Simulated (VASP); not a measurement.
# CdS (F-43m) in VASP: Born charges and dielectric tensor with LDA

Aim: the Born charges and dielectric tensor of CdS with LDA.

Program: VASP 6.6.1. These are calculated values, not measurements. Logs are shortened: lines on timing, memory, paths and dates and some standing lists are left out, and cuts for length are marked.

## (1) The structure

The structure is cubic, space group F-43m (No. 216). Conventional cell: a = 6.016 Å, b = 6.016 Å, c = 6.016 Å, α = 90.00°, β = 90.00°, γ = 90.00°. Cd (site symmetry -43m) has 4 S at 2.60 Å as nearest neighbours. S (site symmetry -43m) has 4 Cd at 2.60 Å as nearest neighbours.

The cell is a database's computed one.

## (2) Born charges and dielectric tensor, LDA

INCAR reads:

```
PREC     = Accurate       # precision mode
ENCUT    = 600            # plane-wave cutoff, eV
EDIFF    = 1E-8           # SCF threshold, eV
ISMEAR   = 0              # smearing method
SIGMA    = 0.02           # smearing width, eV
LREAL    = False          # projectors in reciprocal space
LASPH    = True           # aspherical terms in the spheres
NELM     = 60             # most SCF steps
ALGO     = Fast           # electronic algorithm
ISIF     = 2              # what is computed and relaxed
LWAVE    = False          # write WAVECAR
LCHARG   = False          # write CHGCAR
GGA      = CA             # functional
LEPSILON = True           # dielectric tensor by DFPT
IBRION   = 8              # ionic algorithm
NSW      = 1              # ionic steps
```

KPOINTS reads:

```
Automatic mesh
0
Gamma
  8 8 8
```

POSCAR reads:

```
CdS
1.0
    0.0000000000      3.0079000000      3.0079000000
    3.0079000000      0.0000000000      3.0079000000
    3.0079000000      3.0079000000      0.0000000000
Cd S
1 1
Direct
    0.0000000000      0.0000000000      0.0000000000
    0.7500000000      0.7500000000      0.7500000000
```

Potentials or basis: VASP PAW LDA potentials, release 64 (Cd, S).

Started as:

```sh
$ cat potpaw_LDA.64/Cd/POTCAR potpaw_LDA.64/S/POTCAR > POTCAR
$ mpirun -np 1 vasp_std > vasp.out
```

OUTCAR:

```text
PREC = Accurate
   ENCUT = 600
   EDIFF = 1E-8
   ISMEAR = 0
   LREAL = False
   LASPH = True
   NELM = 60
   ISIF = 2
   GGA = CA
   LEPSILON = True
   IBRION = 8
   NSW = 1

 ion  position               nearest neighbor table
   1  0.000  0.000  0.000-   2 2.60   2 2.60   2 2.60   2 2.60
   2  0.750  0.750  0.750-   1 2.60   1 2.60   1 2.60   1 2.60

  LATTYP: Found a face centered cubic cell.
 ALAT       =     6.0158000000

  Lattice vectors:

 A1 = (   0.0000000000,   3.0079000000,   3.0079000000)
 A2 = (   3.0079000000,   0.0000000000,   3.0079000000)
 A3 = (   3.0079000000,   3.0079000000,   0.0000000000)

Analysis of symmetry for initial positions (statically):
=====================================================================
 Subroutine PRICEL returns:
 Original cell was already a primitive cell.

 Routine SETGRP: Setting up the symmetry group for a
 face centered cubic supercell.

 Subroutine GETGRP returns: Found 24 space group operations
 (whereof 24 operations were pure point group operations)
 out of a pool of 48 trial point group operations.

The static configuration has the point symmetry T_d .

Analysis of symmetry for dynamics (positions and initial velocities):
=====================================================================
 Subroutine PRICEL returns:
 Original cell was already a primitive cell.

 Routine SETGRP: Setting up the symmetry group for a
 face centered cubic supercell.

 Subroutine GETGRP returns: Found 24 space group operations
 (whereof 24 operations were pure point group operations)
 out of a pool of 48 trial point group operations.

The dynamic configuration has the point symmetry T_d .

 Subroutine INISYM returns: Found 24 space group operations
 (whereof 24 operations are pure point group operations),
 and found     1 'primitive' translations

----------------------------------------------------------------------------------------

                                     Primitive cell

  volume of cell :      54.4277

  direct lattice vectors                    reciprocal lattice vectors
     0.000000000  3.007900000  3.007900000    -0.166228930  0.166228930  0.166228930
     3.007900000  0.000000000  3.007900000     0.166228930 -0.166228930  0.166228930
     3.007900000  3.007900000  0.000000000     0.166228930  0.166228930 -0.166228930

  length of vectors
     4.253812974  4.253812974  4.253812974     0.287916953  0.287916953  0.287916953

  position of ions in fractional coordinates (direct lattice)
     0.000000000  0.000000000  0.000000000
     0.750000000  0.750000000  0.750000000

  ion indices of the primitive-cell ions
   primitive index   ion index
                 1           1
                 2           2

----------------------------------------------------------------------------------------

 KPOINTS: Automatic mesh

Automatic generation of k-mesh.
 Grid dimensions read from file:
 generate k-points for:    8    8    8

 Generating k-lattice:

  Cartesian coordinates                     Fractional coordinates (reciprocal lattice)
[... 536 lines left out ...]
  ---------------------------------------------------
  free energy    TOTEN  =        -1.23092314 eV

  energy without entropy =       -1.23092314

------------------------ aborting loop because EDIFF is reached ----------------------------------------

--------------------------------------- Ionic step        2  -------------------------------------------

------------------------ aborting loop because EDIFF is reached ----------------------------------------

--------------------------------------- Ionic step        3  -------------------------------------------

------------------------ aborting loop because EDIFF is reached ----------------------------------------

 PIEZOELECTRIC TENSOR FIELD DIRECTION 3  (e Angst)
 -----------------------------------------------------------------------------
    -0.00112  2.38180  0.00000           ( -0.00000 -0.02941  0.00000)
     2.38180 -0.00112  0.00000           ( -0.02941 -0.00000  0.00000)
     0.00000  0.00000  0.00020           (  0.00000  0.00000 -0.00000)

 PIEZOELECTRIC TENSOR FIELD DIRECTION 3  (C/m^2)
 -----------------------------------------------------------------------------
    -0.00033  0.70112  0.00000
     0.70112 -0.00033  0.00000
     0.00000  0.00000  0.00006

--------------------------------------- Ionic step        4  -------------------------------------------

------------------------ aborting loop because EDIFF is reached ----------------------------------------

[... ionic steps 5 to 6 ...]

--------------------------------------- Ionic step        7  -------------------------------------------

 Free energy of the ion-electron system (eV)
  ---------------------------------------------------
  ---------------------------------------------------
  free energy    TOTEN  =        -0.10610683 eV

  energy without entropy =       -0.10610683

------------------------ aborting loop because EDIFF is reached ----------------------------------------

 INTERNAL STRAIN TENSOR  FOR ION    2  DIRECTION 1   (eV/Angst):
 -----------------------------------------------------------------------------
    -0.00236  0.00000  0.00000
     0.00000  0.00415  2.75822
     0.00000  2.75822  0.00415

 MACROSCOPIC STATIC DIELECTRIC TENSOR (including local field effects in DFT)
 ------------------------------------------------------
           8.841992     0.000000     0.000000
          -0.000000     8.841992     0.000000
           0.000000    -0.000000     8.841992
 ------------------------------------------------------

 PIEZOELECTRIC TENSOR (including local field effects)  for field in x, y, z        (e  Angst)
          XX          YY          ZZ          XY          YZ          ZX
  --------------------------------------------------------------------------------
  x     0.00000    -0.00000    -0.00000     0.00000     2.39501     0.00000
  y     0.00000     0.00000     0.00000     0.00000     0.00000     2.39501
  z     0.00000    -0.00000     0.00000     2.39501     0.00000     0.00000

 PIEZOELECTRIC TENSOR (including local field effects)  for field in x, y, z        (C/m^2)
          XX          YY          ZZ          XY          YZ          ZX
  --------------------------------------------------------------------------------
  x     0.00000    -0.00000    -0.00000     0.00000     0.70501     0.00000
  y     0.00000     0.00000     0.00000     0.00000     0.00000     0.70501
  z     0.00000    -0.00000     0.00000     0.70501     0.00000     0.00000

 BORN EFFECTIVE CHARGES (including local field effects) (in |e|, cummulative output)
 ---------------------------------------------------------------------------------
 ion    1
    1     2.34782     0.00000     0.00000
    2     0.00000     2.34782     0.00000
    3    -0.00000    -0.00000     2.34782
 ion    2
    1    -2.34782     0.00000    -0.00000
    2    -0.00000    -2.34782     0.00000
    3     0.00000     0.00000    -2.34782

 INTERNAL STRAIN TENSOR FOR ION    2 for displacements in x,y,z  (eV/Angst):
          X           Y           Z          XY          YZ          ZX
  --------------------------------------------------------------------------------
  x    -0.00000     0.00000     0.00000     0.00000     2.75822     0.00000
  y     0.00000     0.00000     0.00000     0.00000     0.00000     2.75822
  z     0.00000     0.00000    -0.00000     2.75822     0.00000     0.00000

 SECOND DERIVATIVES (NOT SYMMETRIZED)
 ------------------------------------
               1X          1Y          1Z          2X          2Y          2Z
  1X    -3.412089    0.000000    0.000000    3.412089    0.000000    0.000000
  1Y     0.000000   -3.412089    0.000000    0.000000    3.412089    0.000000
  1Z     0.000000    0.000000   -3.412089    0.000000    0.000000    3.412089
  2X     3.394597    0.000000    0.000000   -3.394597    0.000000    0.000000
  2Y     0.000000    3.394597    0.000000    0.000000   -3.394597    0.000000
  2Z     0.000000    0.000000    3.394597    0.000000    0.000000   -3.394597

 Eigenvectors and eigenvalues of the dynamical matrix
 ----------------------------------------------------

   1 f  =    5.769867 THz    36.253145 2PiTHz  192.462054 cm-1    23.862243 meV
             X         Y         Z           dx          dy          dz
      0.000000  0.000000  0.000000    -0.472054   -0.000000    0.000000
      4.511850  4.511850  4.511850     0.881570   -0.000000    0.000000
[... 21 lines left out ...]
   6 f/i=    0.006171 THz     0.038771 2PiTHz    0.205829 cm-1     0.025519 meV
             X         Y         Z           dx          dy          dz
      0.000000  0.000000  0.000000     0.865216    0.164968   -0.036761
      4.511850  4.511850  4.511850     0.463297    0.088335   -0.019684

--------------------------------------------------------------------------------------------------------

 MACROSCOPIC STATIC DIELECTRIC TENSOR IONIC CONTRIBUTION
 ------------------------------------------------------
           5.384773     0.000000     0.000000
           0.000000     5.384773    -0.000000
           0.000000    -0.000000     5.384773
 ------------------------------------------------------

 ELASTIC MODULI CONTR FROM IONIC RELAXATION (kBar)
 Direction    XX          YY          ZZ          XY          YZ          ZX
 --------------------------------------------------------------------------------
 XX          -0.0000     -0.0000      0.0000     -0.0000      0.0000     -0.0000
 YY          -0.0000     -0.0000     -0.0000     -0.0000     -0.0000     -0.0000
 ZZ           0.0000     -0.0000     -0.0000      0.0000     -0.0000     -0.0000
 XY          -0.0000     -0.0000      0.0000    -68.3836      0.0000      0.0000
 YZ           0.0000     -0.0000     -0.0000      0.0000    -68.3836      0.0000
 ZX          -0.0000     -0.0000     -0.0000      0.0000      0.0000    -68.3836
 --------------------------------------------------------------------------------

 PIEZOELECTRIC TENSOR IONIC CONTR  for field in x, y, z        (C/m^2)
          XX          YY          ZZ          XY          YZ          ZX
  --------------------------------------------------------------------------------
  x     0.00000    -0.00000    -0.00000    -0.00000    -0.57099     0.00000
  y    -0.00000    -0.00000    -0.00000     0.00000    -0.00000    -0.57099
  z    -0.00000    -0.00000     0.00000    -0.57099     0.00000     0.00000
```

It took 5.6 min on 1 thread of Intel Xeon Platinum 8488C (Sapphire Rapids), shared host; peak memory 0.37 GiB.

What came out:

| Item | Value |
| --- | --- |
| Band gap on the k mesh | 0.69 eV, direct |
| Electronic dielectric tensor (diagonal) | 8.84 |
| Born charges (mean of the diagonal) | Cd +2.35; S -2.35 e |
| Highest phonon frequency at Γ, LO-TO splitting left out | 192 cm⁻¹ |

Phonon frequencies in cm⁻¹ (negative: imaginary):
```csv
q point,frequencies
"(0.000, 0.000, 0.000)",0 0 0 192 192 192
```

Electronic dielectric tensor:
```
8.84 0.00 0.00
0.00 8.84 0.00
0.00 0.00 8.84
```

Born effective charge tensors (e):
atom 1, Cd
```
2.35 0.00 0.00
0.00 2.35 0.00
0.00 0.00 2.35
```
atom 2, S
```
-2.35  0.00  0.00
 0.00 -2.35  0.00
 0.00  0.00 -2.35
```

Caveat: the gap is small at this level, which inflates the dielectric constant. Expect the measured gap to be larger: semilocal functionals such as LDA lack the derivative discontinuity.
